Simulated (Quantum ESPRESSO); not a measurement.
# BeTe (F-43m) in Quantum ESPRESSO: settings compared

The runs below take BeTe through band structure, with HLE16, TPSS.

Program: Quantum ESPRESSO 7.5. These are calculated values, not measurements. Logs are shortened: lines on timing, memory, paths and dates and some standing lists are left out, and cuts for length are marked.

## Step 1: The structure

The structure is cubic, space group F-43m (No. 216). The conventional cell has a = 5.540 Å, b = 5.540 Å, c = 5.540 Å, α = 90.00°, β = 90.00°, γ = 90.00°. Te (site symmetry -43m) has 4 Be at 2.40 Å as nearest neighbours. Around Be (site symmetry -43m) lie 4 Te at 2.40 Å.

## Step 2: Band structure, HLE16

Contents of pw.in:

```
&CONTROL
  calculation = 'scf'
  prefix = 'pwscf'
  outdir = './tmp'
  pseudo_dir = './pseudo'
  tprnfor = .true.
  tstress = .true.
  disk_io = 'low'
/
&SYSTEM
  ibrav = 0
  A = 3.91737157
  nat = 2
  ntyp = 2
  ecutwfc = 70
  nbnd = 16
  input_dft = 'XC-000I-000I-545L-000I-000I-000I'
  occupations = 'smearing'
  smearing = 'fd'
  degauss = 0.00367493
/
&ELECTRONS
  conv_thr = 4d-10
  electron_maxstep = 120
  mixing_beta = 0.5
/
ATOMIC_SPECIES
Te   127.6000 Te_ONCV_PBE-1.2.upf
Be     9.0122 Be_ONCV_PBE-1.2.upf
CELL_PARAMETERS alat
   0.0000000000    0.7071067808    0.7071067808
   0.7071067808    0.0000000000    0.7071067808
   0.7071067808    0.7071067808    0.0000000000
ATOMIC_POSITIONS alat
Te     1.0606601712    1.0606601712    1.0606601712
Be     0.0000000000    0.0000000000    0.0000000000
K_POINTS automatic
8 8 8 0 0 0
```

Contents of pp_density.in:

```
&INPUTPP
  prefix = 'pwscf'
  outdir = './tmp'
  filplot = 'density.dat'
  plot_num = 0
/
&PLOT
  nfile = 1
  filepp(1) = 'density.dat'
  iflag = 3
  output_format = 6
  fileout = 'density.cube'
/
```

Contents of pp_potential.in:

```
&INPUTPP
  prefix = 'pwscf'
  outdir = './tmp'
  filplot = 'potential.dat'
  plot_num = 11
/
&PLOT
  nfile = 1
  filepp(1) = 'potential.dat'
  iflag = 3
  output_format = 6
  fileout = 'potential.cube'
/
```

Contents of pp_elf.in:

```
&INPUTPP
  prefix = 'pwscf'
  outdir = './tmp'
  filplot = 'elf.dat'
  plot_num = 8
/
&PLOT
  nfile = 1
  filepp(1) = 'elf.dat'
  iflag = 3
  output_format = 6
  fileout = 'elf.cube'
/
```

Contents of bands.in:

```
&CONTROL
  calculation = 'bands'
  prefix = 'pwscf'
  outdir = './tmp'
  pseudo_dir = './pseudo'
  disk_io = 'low'
  verbosity = 'high'
/
&SYSTEM
  ibrav = 0
  A = 3.91737157
  nat = 2
  ntyp = 2
  ecutwfc = 70
  nbnd = 16
  input_dft = 'XC-000I-000I-545L-000I-000I-000I'
  occupations = 'smearing'
  smearing = 'fd'
  degauss = 0.00367493
/
&ELECTRONS
  conv_thr = 1d-08
  electron_maxstep = 120
  mixing_beta = 0.5
  diago_full_acc = .true.
  startingwfc = 'random'
/
ATOMIC_SPECIES
Te   127.6000 Te_ONCV_PBE-1.2.upf
Be     9.0122 Be_ONCV_PBE-1.2.upf
CELL_PARAMETERS alat
   0.0000000000    0.7071067808    0.7071067808
   0.7071067808    0.0000000000    0.7071067808
   0.7071067808    0.7071067808    0.0000000000
ATOMIC_POSITIONS alat
Te     1.0606601712    1.0606601712    1.0606601712
Be     0.0000000000    0.0000000000    0.0000000000
K_POINTS crystal
60
 0.0000000000  0.0000000000  0.0000000000 1
 0.0625000000  0.0000000000  0.0625000000 1
 0.1250000000  0.0000000000  0.1250000000 1
 0.1875000000  0.0000000000  0.1875000000 1
 0.2500000000  0.0000000000  0.2500000000 1
 0.3125000000  0.0000000000  0.3125000000 1
 0.3750000000  0.0000000000  0.3750000000 1
 0.4375000000  0.0000000000  0.4375000000 1
 0.5000000000  0.0000000000  0.5000000000 1
 0.5000000000  0.0625000000  0.5625000000 1
 0.5000000000  0.1250000000  0.6250000000 1
 0.5000000000  0.1875000000  0.6875000000 1
 0.5000000000  0.2500000000  0.7500000000 1
 0.4375000000  0.3125000000  0.7500000000 1
 0.3750000000  0.3750000000  0.7500000000 1
 0.3375000000  0.3375000000  0.6750000000 1
 0.3000000000  0.3000000000  0.6000000000 1
 0.2625000000  0.2625000000  0.5250000000 1
 0.2250000000  0.2250000000  0.4500000000 1
 0.1875000000  0.1875000000  0.3750000000 1
 0.1500000000  0.1500000000  0.3000000000 1
 0.1125000000  0.1125000000  0.2250000000 1
 0.0750000000  0.0750000000  0.1500000000 1
 0.0375000000  0.0375000000  0.0750000000 1
 0.0000000000  0.0000000000  0.0000000000 1
 0.0625000000  0.0625000000  0.0625000000 1
 0.1250000000  0.1250000000  0.1250000000 1
 0.1875000000  0.1875000000  0.1875000000 1
 0.2500000000  0.2500000000  0.2500000000 1
 0.3125000000  0.3125000000  0.3125000000 1
 0.3750000000  0.3750000000  0.3750000000 1
 0.4375000000  0.4375000000  0.4375000000 1
 0.5000000000  0.5000000000  0.5000000000 1
 0.5250000000  0.4500000000  0.5250000000 1
 0.5500000000  0.4000000000  0.5500000000 1
 0.5750000000  0.3500000000  0.5750000000 1
 0.6000000000  0.3000000000  0.6000000000 1
 0.6250000000  0.2500000000  0.6250000000 1
 0.5833333333  0.2500000000  0.6666666667 1
 0.5416666667  0.2500000000  0.7083333333 1
 0.5000000000  0.2500000000  0.7500000000 1
 0.5000000000  0.2857142857  0.7142857143 1
 0.5000000000  0.3214285714  0.6785714286 1
 0.5000000000  0.3571428571  0.6428571429 1
 0.5000000000  0.3928571429  0.6071428571 1
 0.5000000000  0.4285714286  0.5714285714 1
 0.5000000000  0.4642857143  0.5357142857 1
 0.5000000000  0.5000000000  0.5000000000 1
 0.4821428571  0.4821428571  0.5357142857 1
 0.4642857143  0.4642857143  0.5714285714 1
 0.4464285714  0.4464285714  0.6071428571 1
 0.4285714286  0.4285714286  0.6428571429 1
 0.4107142857  0.4107142857  0.6785714286 1
 0.3928571429  0.3928571429  0.7142857143 1
 0.3750000000  0.3750000000  0.7500000000 1
 0.6250000000  0.2500000000  0.6250000000 1
 0.5937500000  0.1875000000  0.5937500000 1
 0.5625000000  0.1250000000  0.5625000000 1
 0.5312500000  0.0625000000  0.5312500000 1
 0.5000000000  0.0000000000  0.5000000000 1
```

Potentials or basis: SG15 PBE 1.2.

Run with:

```sh
$ OMP_NUM_THREADS=1 pw.x -in pw.in > pw.out
$ OMP_NUM_THREADS=1 pp.x -in pp_density.in > pp_density.out
$ OMP_NUM_THREADS=1 pp.x -in pp_potential.in > pp_potential.out
$ OMP_NUM_THREADS=1 pp.x -in pp_elf.in > pp_elf.out
$ OMP_NUM_THREADS=1 pw.x -in bands.in > bands.out
```

pw.out:

```text
This program is part of the open-source Quantum ESPRESSO suite
     for quantum simulation of materials; please cite
         "P. Giannozzi et al., J. Phys.:Condens. Matter 21 395502 (2009);
         "P. Giannozzi et al., J. Phys.:Condens. Matter 29 465901 (2017);
         "P. Giannozzi et al., J. Chem. Phys. 152 154105 (2020);
     in publications or presentations arising from this work. More details at

     IMPORTANT: XC functional enforced from input :
     Exchange-correlation= XC-000I-000I-545L-000I-000I-000I
                           (   0   0   0 545   0   0   0)
     Any further DFT definition will be discarded
     Please, verify this is what you really want

     Message from routine setup:
     using ibrav=0 with symmetry is DISCOURAGED, use correct ibrav instead

     G-vector sticks info
     --------------------
     sticks:   dense  smooth     PW     G-vecs:    dense   smooth      PW
     Sum        1057    1057    313                22659    22659    3695

     Using Slab Decomposition

     bravais-lattice index     =            0
     lattice parameter (alat)  =       7.4028  a.u.
     unit-cell volume          =     286.8573 (a.u.)^3
     number of atoms/cell      =            2
     number of atomic types    =            2
     number of electrons       =        20.00
     number of Kohn-Sham states=           16
     kinetic-energy cutoff     =      70.0000  Ry
     charge density cutoff     =     280.0000  Ry
     scf convergence threshold =      4.0E-10
     mixing beta               =       0.5000
     number of iterations used =            8  plain     mixing
     Exchange-correlation= XC-000I-000I-545L-000I-000I-000I
                           (   0   0   0 545   0   0   0)

     celldm(1)=   7.402759  celldm(2)=   0.000000  celldm(3)=   0.000000
     celldm(4)=   0.000000  celldm(5)=   0.000000  celldm(6)=   0.000000

     crystal axes: (cart. coord. in units of alat)
               a(1) = (   0.000000   0.707107   0.707107 )
               a(2) = (   0.707107   0.000000   0.707107 )
               a(3) = (   0.707107   0.707107   0.000000 )

     reciprocal axes: (cart. coord. in units 2 pi/alat)
               b(1) = ( -0.707107  0.707107  0.707107 )
               b(2) = (  0.707107 -0.707107  0.707107 )
               b(3) = (  0.707107  0.707107 -0.707107 )

     PseudoPot. # 1 for Te read from file:
     Te_ONCV_PBE-1.2.upf
     Pseudo is Norm-conserving, Zval = 16.0
     Generated using ONCVPSP code by D. R. Hamann
     Using radial grid of  602 points,  6 beta functions with:
                l(1) =   0
                l(2) =   0
                l(3) =   1
                l(4) =   1
                l(5) =   2
                l(6) =   2

     PseudoPot. # 2 for Be read from file:
     Be_ONCV_PBE-1.2.upf
     Pseudo is Norm-conserving, Zval =  4.0
     Generated using ONCVPSP code by D. R. Hamann
     Using radial grid of  602 points,  4 beta functions with:
                l(1) =   0
                l(2) =   0
                l(3) =   1
                l(4) =   1

     atomic species   valence    mass     pseudopotential
     Te               16.00   127.60000     Te( 1.00)
     Be                4.00     9.01220     Be( 1.00)

     24 Sym. Ops. (no inversion) found

   Cartesian axes

     site n.     atom                  positions (alat units)
         1        Te     tau(   1) = (   1.0606602   1.0606602   1.0606602  )
         2        Be     tau(   2) = (   0.0000000   0.0000000   0.0000000  )

     number of k points=    29  Fermi-Dirac smearing, width (Ry)=  0.0037
                       cart. coord. in units 2pi/alat
        k(    1) = (   0.0000000   0.0000000   0.0000000), wk =   0.0039062
        k(    2) = (   0.0883883   0.0883883  -0.0883883), wk =   0.0312500
        k(    3) = (   0.1767767   0.1767767  -0.1767767), wk =   0.0312500
        k(    4) = (   0.2651650   0.2651650  -0.2651650), wk =   0.0312500
        k(    5) = (  -0.3535534  -0.3535534   0.3535534), wk =   0.0156250
        k(    6) = (   0.1767767   0.0000000   0.0000000), wk =   0.0234375
[... 21 lines left out ...]
        k(   28) = (  -0.7071068   0.1767767   0.0000000), wk =   0.0468750
        k(   29) = (  -0.7071068   0.3535534   0.0000000), wk =   0.0234375

     Dense  grid:    22659 G-vectors     FFT dimensions: (  40,  40,  40)

     WARNING: libxc functional with ID  545 depends
      on external parameters: check the user_guide of
      QE if you need to modify them or to check their
      default values.

     Initial potential from superposition of free atoms

     starting charge      19.9363, renormalised to      20.0000
     Starting wfcs are random

     Self-consistent Calculation

     iteration #  1     ecut=    70.00 Ry     beta= 0.50
     Davidson diagonalization with overlap
     ethr =  1.00E-02,  avg # of iterations =  8.2

     Threshold (ethr) on eigenvalues was too large:
     Diagonalizing with lowered threshold

     Davidson diagonalization with overlap
     ethr =  2.90E-04,  avg # of iterations =  2.9

     total energy              =    -206.49846644 Ry
     estimated scf accuracy    <       0.06127448 Ry
[... 50 lines left out ...]
     iteration #  9     ecut=    70.00 Ry     beta= 0.50
     Davidson diagonalization with overlap
     ethr =  8.19E-12,  avg # of iterations =  2.0

     End of self-consistent calculation

          k = 0.0000 0.0000 0.0000 (  2741 PWs)   bands (ev):

   -97.4962 -31.5715 -31.5715 -31.5715 -31.5621 -31.5621  -5.8265   6.7734
     6.7734   6.7734  10.8995  10.8995  10.8995  11.4671  17.0085  17.8305

          k = 0.0884 0.0884-0.0884 (  2809 PWs)   bands (ev):
[... 16 lines left out ...]
   -97.4962 -31.5695 -31.5691 -31.5691 -31.5610 -31.5610  -4.5473   1.4286
     5.6631   5.6631  10.5748  12.0043  12.0043  16.2393  19.3528  19.4259

          k = 0.1768 0.0000 0.0000 (  2806 PWs)   bands (ev):

   -97.4962 -31.5717 -31.5706 -31.5706 -31.5624 -31.5618  -5.6341   5.7485
     6.1581   6.1581  10.6251  11.8418  11.8418  12.3670  16.0595  17.7199

          k = 0.2652 0.0884-0.0884 (  2827 PWs)   bands (ev):
[... 21 lines left out ...]
   -97.4962 -31.5701 -31.5695 -31.5693 -31.5620 -31.5613  -5.0165   3.0415
     4.9844   6.0750  11.3049  11.9567  12.4123  14.5778  16.1364  18.2441

          k = 0.0000-0.1768 0.1768 (  2834 PWs)   bands (ev):

   -97.4962 -31.5709 -31.5705 -31.5701 -31.5622 -31.5617  -5.4536   4.5971
     5.5864   6.5001  11.3560  11.3719  11.8221  13.5611  16.1245  17.2679

          k = 0.3536 0.0000 0.0000 (  2858 PWs)   bands (ev):

   -97.4962 -31.5721 -31.5684 -31.5684 -31.5630 -31.5609  -5.1040   3.9662
     5.1645   5.1645  10.1288  12.1200  13.7767  13.7767  16.4144  18.9038

          k = 0.4419 0.0884-0.0884 (  2831 PWs)   bands (ev):
[... 11 lines left out ...]
   -97.4962 -31.5698 -31.5679 -31.5673 -31.5618 -31.5611  -4.2902   2.0041
     3.5151   5.1017  10.8806  13.7368  13.9164  15.3148  16.5107  17.4939

          k = 0.0000-0.3536 0.3536 (  2840 PWs)   bands (ev):

   -97.4962 -31.5694 -31.5689 -31.5683 -31.5618 -31.5613  -4.6064   2.5531
     3.7665   5.6008  11.2774  12.8747  13.7977  14.3045  16.2172  17.9531

          k = 0.5303 0.0000-0.0000 (  2830 PWs)   bands (ev):
[... 11 lines left out ...]
   -97.4962 -31.5710 -31.5665 -31.5661 -31.5629 -31.5604  -4.1010   2.1013
     3.1180   4.6095  10.3946  12.8911  15.3079  15.8144  16.9561  18.3577

          k =-0.7071 0.0000 0.0000 (  2874 PWs)   bands (ev):

   -97.4962 -31.5728 -31.5652 -31.5652 -31.5638 -31.5596  -4.0750   1.7733
     4.2074   4.2074   9.7779  10.2744  17.1841  17.1841  19.6312  21.1098

          k = 0.3536 0.1768-0.0000 (  2842 PWs)   bands (ev):
[... 21 lines left out ...]
   -97.4962 -31.5704 -31.5677 -31.5657 -31.5627 -31.5605  -4.1374   2.1332
     3.3602   4.3067  11.2888  13.0651  13.6926  15.4429  17.3397  19.7880

          k = 0.0000-0.3536 0.5303 (  2842 PWs)   bands (ev):

   -97.4962 -31.5694 -31.5688 -31.5662 -31.5623 -31.5609  -4.2184   2.2477
     3.2162   4.6355  11.6900  13.0461  13.8334  15.1836  16.6753  18.2374

          k =-0.7071 0.1768 0.0000 (  2842 PWs)   bands (ev):

   -97.4962 -31.5717 -31.5663 -31.5652 -31.5634 -31.5600  -4.0621   1.9589
     3.7799   3.9728  10.7497  11.2137  15.8592  15.9515  18.8825  19.7922

          k =-0.7071 0.3536 0.0000 (  2832 PWs)   bands (ev):

   -97.4962 -31.5693 -31.5687 -31.5652 -31.5627 -31.5606  -4.0491   2.2480
     3.2827   3.7679  13.0677  13.1006  13.2714  13.5665  18.6950  19.5194

     the Fermi energy is     8.5279 ev

!    total energy              =    -206.50482549 Ry
     estimated scf accuracy    <          4.8E-11 Ry
     smearing contrib. (-TS)   =      -0.00000000 Ry
     internal energy E=F+TS    =    -206.50482549 Ry

     The total energy is F=E-TS. E is the sum of the following terms:
     one-electron contribution =     -99.44421178 Ry
     hartree contribution      =      49.99980638 Ry
     xc contribution           =     -28.13505737 Ry
     ewald contribution        =    -128.92536271 Ry

     convergence has been achieved in   9 iterations

     Forces acting on atoms (cartesian axes, Ry/au):

     atom    1 type  1   force =     0.00000000   -0.00000000    0.00000000
     atom    2 type  2   force =    -0.00000000    0.00000000   -0.00000000

     Total force =     0.000000     Total SCF correction =     0.000000

     Computing stress (Cartesian axis) and pressure

          total   stress  (Ry/bohr**3)                   (kbar)     P=      -47.72
  -0.00032441   0.00000000   0.00000000          -47.72        0.00        0.00
   0.00000000  -0.00032441   0.00000000            0.00      -47.72        0.00
   0.00000000   0.00000000  -0.00032441            0.00        0.00      -47.72

=------------------------------------------------------------------------------=
   JOB DONE.
=------------------------------------------------------------------------------=
```

Wall time 38 s (1 thread of AMD EPYC 7B13 (Zen 3), shared host); peak memory 0.1 GiB.

What came out:

| Quantity | Value |
| --- | --- |
| Free energy | -2809.6413 eV |
| Pressure | -4.8 GPa |
| Band gap on the k mesh | 3.00 eV, indirect (least direct gap 4.13 eV) |
| Band gap along the path | 3.00 eV, indirect (least direct gap 4.13 eV) |

Levels at the corners of the path, in eV from the valence-band top:
```tsv
point	band 8	band 9	band 10	band 11	band 12	band 13
Γ	0.00	0.00	0.00	4.13	4.13	4.13
X	-5.00	-2.57	-2.57	3.00	3.50	10.41
W	-4.53	-3.49	-3.01	6.29	6.33	6.50
K	-4.67	-3.66	-2.16	3.62	6.12	8.53
Γ	0.00	0.00	0.00	4.13	4.13	4.13
L	-5.34	-1.11	-1.11	3.80	5.23	5.23
U	-4.67	-3.66	-2.16	3.62	6.12	8.53
W	-4.53	-3.49	-3.01	6.29	6.33	6.50
L	-5.34	-1.11	-1.11	3.80	5.23	5.23
K	-4.67	-3.66	-2.16	3.62	6.12	8.53
U	-4.67	-3.66	-2.16	3.62	6.12	8.53
X	-5.00	-2.57	-2.57	3.00	3.50	10.41
```

Caveat: the potentials were made for another functional, which shifts forces and pressure; the potentials were made for a functional far from this one; spin-orbit coupling is left out, which moves the levels of the heavy elements.

## Step 3: Band structure, TPSS

Edit pw.in of step 2 so:

```diff
@@ -16,3 +16,3 @@
   nbnd = 16
-  input_dft = 'XC-000I-000I-545L-000I-000I-000I'
+  input_dft = 'XC-000I-000I-000I-000I-202L-231L'
   occupations = 'smearing'
@@ -20,5 +20,6 @@
   degauss = 0.00367493
+  nosym = .true.
 /
 &ELECTRONS
-  conv_thr = 4d-10
+  conv_thr = 1d-08
   electron_maxstep = 120
@@ -37,2 +38,2 @@
 K_POINTS automatic
-8 8 8 0 0 0
+6 6 6 0 0 0
```

Edit bands.in of step 2 so:

```diff
@@ -15,3 +15,3 @@
   nbnd = 16
-  input_dft = 'XC-000I-000I-545L-000I-000I-000I'
+  input_dft = 'XC-000I-000I-000I-000I-202L-231L'
   occupations = 'smearing'
@@ -19,2 +19,3 @@
   degauss = 0.00367493
+  nosym = .true.
 /
```

Potentials or basis: SG15 PBE 1.2.

Run with:

```sh
$ OMP_NUM_THREADS=1 pw.x -in pw.in > pw.out
$ OMP_NUM_THREADS=1 pw.x -in bands.in > bands.out
```

It took 3.5 min on 1 thread of AMD EPYC 7B13 (Zen 3), shared host; peak memory 0.14 GiB.

The run converged. Its results:

```
Free energy             : -2738.6038 eV
Pressure                : 5.0 GPa
Band gap on the k mesh  : 1.99 eV, indirect (least direct gap 3.95 eV)
Band gap along the path : 1.99 eV, indirect (least direct gap 3.95 eV)
```

Levels at the corners of the path, in eV from the valence-band top:
| point | band 6 | band 7 | band 8 | band 9 | band 10 | band 11 | band 12 | band 13 | band 14 | band 15 |
| --- | --- | --- | --- | --- | --- | --- | --- | --- | --- | --- |
| Γ | -36.04 | -12.79 | 0.00 | 0.00 | 0.00 | 3.95 | 3.95 | 3.95 | 4.53 | 8.78 |
| X | -36.03 | -10.75 | -5.39 | -2.81 | -2.81 | 1.99 | 2.84 | 10.67 | 10.67 | 12.57 |
| W | -36.03 | -10.70 | -4.79 | -3.97 | -3.44 | 5.40 | 5.84 | 6.14 | 6.80 | 11.86 |
| K | -36.03 | -10.77 | -4.99 | -4.17 | -2.37 | 2.82 | 5.60 | 8.58 | 8.97 | 9.74 |
| Γ | -36.04 | -12.79 | 0.00 | 0.00 | 0.00 | 3.95 | 3.95 | 3.95 | 4.53 | 8.78 |
| L | -36.03 | -11.29 | -5.89 | -1.19 | -1.19 | 3.54 | 4.90 | 4.90 | 8.06 | 11.62 |
| U | -36.03 | -10.77 | -4.99 | -4.17 | -2.37 | 2.82 | 5.60 | 8.58 | 8.97 | 9.74 |
| W | -36.03 | -10.70 | -4.79 | -3.97 | -3.44 | 5.40 | 5.84 | 6.14 | 6.80 | 11.86 |
| L | -36.03 | -11.29 | -5.89 | -1.19 | -1.19 | 3.54 | 4.90 | 4.90 | 8.06 | 11.62 |
| K | -36.03 | -10.77 | -4.99 | -4.17 | -2.37 | 2.82 | 5.60 | 8.58 | 8.97 | 9.74 |
| U | -36.03 | -10.77 | -4.99 | -4.17 | -2.37 | 2.82 | 5.60 | 8.58 | 8.97 | 9.74 |
| X | -36.03 | -10.75 | -5.39 | -2.81 | -2.81 | 1.99 | 2.84 | 10.67 | 10.67 | 12.57 |

Caveat: the potentials were made for another functional, which shifts forces and pressure; spin-orbit coupling is left out, which moves the levels of the heavy elements. TPSS opens gaps a little over a GGA but as a rule still falls short of measured ones.
